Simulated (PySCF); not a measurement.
Runs of PySCF 2.14.0 on Ge. It takes space group Fd-3m (No. 227, cubic). Conventional cell: a = 5.658 Å, b = 5.658 Å, c = 5.658 Å, α = 90.00°, β = 90.00°, γ = 90.00°. Ge (site symmetry -43m) is surrounded by 4 Ge at 2.45 Å. 

```csv
task,level,potentials or basis,k mesh,smearing,density cutoff,potentials,conv_tol,max_cycle,coulomb method,gap on the mesh (eV)
atomic charges,PBEsol,DZVP-MOLOPT-HYB/GTH-HYB (UZH) (potentials made for PBE0),2 × 2 × 2,fixed,74 Ha,Ge GTH-HYB-q4,1e-07 Ha,60,Gaussian density fitting (GDF),0.07
atomic charges,r2SCAN,DZVP-MOLOPT-HYB/GTH-HYB (UZH) (potentials made for PBE0),2 × 2 × 2,fixed,74 Ha,Ge GTH-HYB-q4,1e-07 Ha,60,Gaussian density fitting (GDF),0.30
atomic charges,r2SCAN0,DZVP-MOLOPT-HYB/GTH-HYB (UZH) (potentials made for PBE0),2 × 2 × 2,fixed,74 Ha,Ge GTH-HYB-q4,1e-07 Ha,60,Gaussian density fitting (GDF),(a)
band structure,LDA,DZVP-MOLOPT-SR/GTH-PBE (potentials made for PBE),2 × 2 × 2,fermi-dirac 0.05 eV,112 Ha,Ge GTH-PBE-q4,1e-07 Ha,60,multigrid,0.04
```

Alike in all rows: no spin polarisation; cell as given; the mesh is coarse, so values aren't converged.

Task: Estimate the missing entries.

Result: (a) 2.04.

Caveats: all runs use coarse meshes; the basis of atomic orbitals isn't converged, which shifts pressures, moduli and gaps; meta-GGAs need a finer uniform grid than this (some runs); on so small a mesh gaps with full-range exact exchange can be off by tenths of an eV to over 1 eV (some runs).

A k mesh can miss the band edges, and the runs leave out spin-orbit coupling on Ge.

Not every run made on this cell is shown here.
